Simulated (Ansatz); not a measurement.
**Lead (omega (AlB2-type)) across density functionals**

All rows: Ansatz, plane waves with scalar-relativistic PAW, 420 eV (500 eV for the SCAN forms), relaxed under each functional, no dispersion correction, no zero-point motion. B₀ comes from uniform scaling at fixed shape; a dash is a value not given.

```json
{"functional": "PBE", "V (Å³/atom)": "32.23", "cell": "a = 5.695 Å, c = 3.442 Å (c/a = 0.604)", "B₀ (GPa)": "38", "magnetic state": "spin not included", "ΔE to fcc (meV/atom)": "51"}
{"functional": "r²SCAN", "V (Å³/atom)": "31.29", "cell": "a = 5.642 Å, c = 3.405 Å (c/a = 0.603)", "B₀ (GPa)": "43", "magnetic state": "spin not included", "ΔE to fcc (meV/atom)": "44"}
{"functional": "PBEsol", "V (Å³/atom)": "30.17", "cell": "a = 5.562 Å, c = 3.379 Å (c/a = 0.607)", "B₀ (GPa)": "47", "magnetic state": "spin not included", "ΔE to fcc (meV/atom)": "49"}
{"functional": "LDA", "V (Å³/atom)": "29.20", "cell": "a = 5.501 Å, c = 3.342 Å (c/a = 0.608)", "B₀ (GPa)": "52", "magnetic state": "spin not included", "ΔE to fcc (meV/atom)": "47"}
{"functional": "revPBE", "V (Å³/atom)": "33.17", "cell": "a = 5.753 Å, c = 3.472 Å (c/a = 0.604)", "B₀ (GPa)": "35", "magnetic state": "spin not included", "ΔE to fcc (meV/atom)": "52"}
{"functional": "RPBE", "V (Å³/atom)": "33.56", "cell": "a = 5.776 Å, c = 3.485 Å (c/a = 0.603)", "B₀ (GPa)": "35", "magnetic state": "spin not included", "ΔE to fcc (meV/atom)": "42"}
{"functional": "BLYP", "V (Å³/atom)": "35.14", "cell": "a = 5.893 Å, c = 3.505 Å (c/a = 0.595)", "B₀ (GPa)": "31", "magnetic state": "spin not included", "ΔE to fcc (meV/atom)": "40"}
```

LDA gives the smallest volume and BLYP the largest.
